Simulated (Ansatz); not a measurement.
Molecular dynamics of C

The input (input.yaml):

```yaml
crystal:
  lattice:
    - [0.0, 3.628535, 3.628535]
    - [3.628535, 0.0, 3.628535]
    - [3.628535, 3.628535, 0.0]
  atoms:
    - { symbol: C, position: [0.0, 0.0, 0.0] }
    - { symbol: C, position: [0.125, 0.125, 0.125] }
    - { symbol: C, position: [0.0, 0.0, 0.5] }
    - { symbol: C, position: [0.125, 0.125, 0.625] }
    - { symbol: C, position: [0.0, 0.5, 0.0] }
    - { symbol: C, position: [0.125, 0.625, 0.125] }
    - { symbol: C, position: [0.0, 0.5, 0.5] }
    - { symbol: C, position: [0.125, 0.625, 0.625] }
    - { symbol: C, position: [0.5, 0.0, 0.0] }
    - { symbol: C, position: [0.625, 0.125, 0.125] }
    - { symbol: C, position: [0.5, 0.0, 0.5] }
    - { symbol: C, position: [0.625, 0.125, 0.625] }
    - { symbol: C, position: [0.5, 0.5, 0.0] }
    - { symbol: C, position: [0.625, 0.625, 0.125] }
    - { symbol: C, position: [0.5, 0.5, 0.5] }
    - { symbol: C, position: [0.625, 0.625, 0.625] }
basis:
  ecutwfc: 420.0
kpoints:
  mp_grid: { grid: [3, 3, 3] }
hamiltonian:
  xc: pbesol
scf:
  occupations: { method: fermi_dirac, width: 0.3 }
  lower_state_search: "off"
md:
  timestep: 1.12
  n_steps: 90
  ensemble: nve
  temperature: 7000.0
  initial_velocities: maxwell_boltzmann
  seed: 211265
```

Run as:

```bash
$ ansatz run input.yaml --threads 1 --pin off --max-ram 3072MiB --backend cpu --events-out ev --progress --plain --runs-dir out
```

It starts from a structure without forces on its atoms.

Output, in part (step lines):

```
md step     0: t =     0.00 fs  T =  7000.0 K  F+E_penalty+E_count = -3946.13821104 eV  E_kin = 13.572300 eV  conserved = -3932.56591115 eV  (6 SCF iters)
md step     1: t =     1.12 fs  T =  6750.9 K  F+E_penalty+E_count = -3945.64813660 eV  E_kin = 13.089250 eV  conserved = -3932.55888704 eV  (7 SCF iters)
md step     2: t =     2.24 fs  T =  6055.6 K  F+E_penalty+E_count = -3944.28173815 eV  E_kin = 11.741231 eV  conserved = -3932.54050760 eV  (7 SCF iters)
md step     3: t =     3.36 fs  T =  5056.7 K  F+E_penalty+E_count = -3942.31959573 eV  E_kin = 9.804489 eV  conserved = -3932.51510719 eV  (8 SCF iters)
md step     4: t =     4.48 fs  T =  3950.6 K  F+E_penalty+E_count = -3940.14901750 eV  E_kin = 7.659728 eV  conserved = -3932.48928976 eV  (8 SCF iters)
md step     5: t =     5.60 fs  T =  2936.3 K  F+E_penalty+E_count = -3938.16323504 eV  E_kin = 5.693159 eV  conserved = -3932.47007583 eV  (6 SCF iters)
md step     6: t =     6.72 fs  T =  2163.5 K  F+E_penalty+E_count = -3936.65645566 eV  E_kin = 4.194811 eV  conserved = -3932.46164425 eV  (5 SCF iters)
md step     7: t =     7.84 fs  T =  1700.8 K  F+E_penalty+E_count = -3935.76099202 eV  E_kin = 3.297756 eV  conserved = -3932.46323638 eV  (4 SCF iters)
[... lines left out ...]
md step    89: t =    99.68 fs  T =  3526.5 K  F+E_penalty+E_count = -3939.32894711 eV  E_kin = 6.837436 eV  conserved = -3932.49151137 eV  (4 SCF iters)
md step    90: t =   100.80 fs  T =  3501.4 K  F+E_penalty+E_count = -3939.28184434 eV  E_kin = 6.788815 eV  conserved = -3932.49302885 eV  (7 SCF iters)
```

The steps, from the saved trajectory:

```json
{"time (fs)": "0.0", "T (K)": "7000", "potential energy less start (eV)": "0.000", "conserved less start (meV/atom)": "0.00"}
{"time (fs)": "3.4", "T (K)": "5057", "potential energy less start (eV)": "3.819", "conserved less start (meV/atom)": "3.18"}
{"time (fs)": "6.7", "T (K)": "2164", "potential energy less start (eV)": "9.482", "conserved less start (meV/atom)": "6.52"}
{"time (fs)": "10.1", "T (K)": "1620", "potential energy less start (eV)": "10.517", "conserved less start (meV/atom)": "5.36"}
{"time (fs)": "13.4", "T (K)": "2539", "potential energy less start (eV)": "8.711", "conserved less start (meV/atom)": "3.79"}
{"time (fs)": "16.8", "T (K)": "3119", "potential energy less start (eV)": "7.579", "conserved less start (meV/atom)": "3.34"}
{"time (fs)": "20.2", "T (K)": "2875", "potential energy less start (eV)": "8.065", "conserved less start (meV/atom)": "4.24"}
{"time (fs)": "23.5", "T (K)": "2754", "potential energy less start (eV)": "8.313", "conserved less start (meV/atom)": "5.04"}
{"time (fs)": "26.9", "T (K)": "3724", "potential energy less start (eV)": "6.426", "conserved less start (meV/atom)": "4.64"}
{"time (fs)": "30.2", "T (K)": "5172", "potential energy less start (eV)": "3.579", "conserved less start (meV/atom)": "2.15"}
{"time (fs)": "33.6", "T (K)": "4844", "potential energy less start (eV)": "4.223", "conserved less start (meV/atom)": "2.69"}
{"time (fs)": "37.0", "T (K)": "3267", "potential energy less start (eV)": "7.324", "conserved less start (meV/atom)": "5.40"}
{"time (fs)": "40.3", "T (K)": "2943", "potential energy less start (eV)": "7.945", "conserved less start (meV/atom)": "4.96"}
{"time (fs)": "43.7", "T (K)": "3581", "potential energy less start (eV)": "6.678", "conserved less start (meV/atom)": "3.05"}
{"time (fs)": "47.0", "T (K)": "3286", "potential energy less start (eV)": "7.251", "conserved less start (meV/atom)": "3.16"}
{"time (fs)": "50.4", "T (K)": "2117", "potential energy less start (eV)": "9.548", "conserved less start (meV/atom)": "5.01"}
{"time (fs)": "53.8", "T (K)": "1861", "potential energy less start (eV)": "10.051", "conserved less start (meV/atom)": "5.42"}
{"time (fs)": "57.1", "T (K)": "3015", "potential energy less start (eV)": "7.794", "conserved less start (meV/atom)": "4.19"}
{"time (fs)": "60.5", "T (K)": "4405", "potential energy less start (eV)": "5.083", "conserved less start (meV/atom)": "3.19"}
{"time (fs)": "63.8", "T (K)": "4953", "potential energy less start (eV)": "4.017", "conserved less start (meV/atom)": "3.01"}
{"time (fs)": "67.2", "T (K)": "4573", "potential energy less start (eV)": "4.771", "conserved less start (meV/atom)": "4.04"}
{"time (fs)": "70.6", "T (K)": "4184", "potential energy less start (eV)": "5.525", "conserved less start (meV/atom)": "4.07"}
{"time (fs)": "73.9", "T (K)": "3795", "potential energy less start (eV)": "6.265", "conserved less start (meV/atom)": "3.19"}
{"time (fs)": "77.3", "T (K)": "2583", "potential energy less start (eV)": "8.625", "conserved less start (meV/atom)": "3.80"}
{"time (fs)": "80.6", "T (K)": "1207", "potential energy less start (eV)": "11.322", "conserved less start (meV/atom)": "5.61"}
{"time (fs)": "84.0", "T (K)": "1466", "potential energy less start (eV)": "10.821", "conserved less start (meV/atom)": "5.75"}
{"time (fs)": "87.4", "T (K)": "3456", "potential energy less start (eV)": "6.929", "conserved less start (meV/atom)": "3.62"}
{"time (fs)": "90.7", "T (K)": "5016", "potential energy less start (eV)": "3.882", "conserved less start (meV/atom)": "2.24"}
{"time (fs)": "94.1", "T (K)": "4766", "potential energy less start (eV)": "4.387", "conserved less start (meV/atom)": "3.45"}
{"time (fs)": "97.4", "T (K)": "3841", "potential energy less start (eV)": "6.197", "conserved less start (meV/atom)": "4.57"}
{"time (fs)": "100.8", "T (K)": "3501", "potential energy less start (eV)": "6.856", "conserved less start (meV/atom)": "4.56"}
```

All steps were run. The conserved energy wandered by up to 6.5 meV per atom (net 4.6 meV per atom), which is poor conservation. The temperature averaged 0.49 of the 7000 K drawn at the start: a run that starts near a minimum puts about half its kinetic energy into the potential. A run of 0.1 ps of so small a system gives no equilibrium averages.

Mean squared displacements from the first frame to the last, about the centre of mass: C 0.03 Å².

Last frame:

```xyz
16
Lattice="0.0000 3.6285 3.6285 3.6285 0.0000 3.6285 3.6285 3.6285 0.0000" Properties=species:S:1:pos:R:3
C 0.010 0.031 0.009
C 0.931 1.001 0.844
C 1.988 1.895 0.176
C 2.731 2.913 0.950
C 1.727 -0.003 1.742
C 2.821 0.878 2.644
C 3.567 1.792 1.785
C 4.450 2.655 2.783
C -0.052 1.722 1.611
C 0.699 2.507 2.776
C 1.728 3.661 1.787
C 2.827 4.406 2.671
C 1.761 1.799 3.665
C 2.749 2.746 4.617
C 3.811 3.697 3.705
C 4.538 4.583 4.520
```

Time of the run: 8.5 min on 1 thread of Arm Neoverse V1, on a shared host, peak memory 0.34 GiB.
